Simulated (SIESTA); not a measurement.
## Hg: single point with PBE

Hg, a slab with vacuum:

```
Hg
1.0
     3.02922    0.00000    0.00000
     0.26578    3.01754    0.00000
     0.00000    0.00000   24.11940
Hg
4
Cartesian
  2.0333 1.8621 7.5000
  2.2905 2.0976 10.5398
  2.5476 2.3331 13.5796
  2.8048 2.5686 16.6194
```

The slab is cut from a database's or a generator's crystal, which needn't be the stable form of the element.

```yaml
Program: SIESTA 5.4.2
Task: single point
Functional: PBE
Potentials_or_basis: SPMS 1.0 (PBE files) or PseudoDojo by element
Basis: DZP (energy shift 0.003 Ry; two zetas on semicore shells)
Grid_cutoff: 800 Ry
Energy_shift: 0.003 Ry
k_mesh: 9 × 9 × 1
Occupations: fermi-dirac, width 0.05 eV
Spin: no spin polarisation
dipole_correction: yes
```

```yaml
Largest_force: 0.455 eV/Å
Band_gap_on_the_k_mesh: none (metal or under the smearing width)
```

Forces on the atoms (eV/Å):
```
Hg  -0.077 -0.070  0.440
Hg  -0.001 -0.001  0.119
Hg  -0.004 -0.004 -0.116
Hg   0.080  0.073 -0.442
```

Stress tensor (GPa, compression positive):
```
-4.54  0.83  0.53
 0.83 -4.69  0.48
 0.53  0.48 -3.17
```

Levels at points of the mesh, in eV from the Fermi level:
| k point | band 37 | band 38 | band 39 | band 40 | band 41 | band 42 | band 43 | band 44 |
| --- | --- | --- | --- | --- | --- | --- | --- | --- |
| (0.00, 0.00, 0.00) | -6.65 | -6.63 | -5.89 | -4.29 | -0.30 | 2.17 | 5.31 | 8.49 |

It took 24 s on 1 thread of Arm Neoverse V2 (shared host), peak memory 0.31 GiB.

Caveat: short orbitals over semicore shells can move pressures by several GPa; the valence orbitals were made in a potential fitted to the semicore shell under them, which widens gaps by tenths of an eV or more; the basis of atomic orbitals isn't converged, which shifts pressures, moduli and gaps. Spin-orbit coupling is left out, which matters for the levels of Hg.
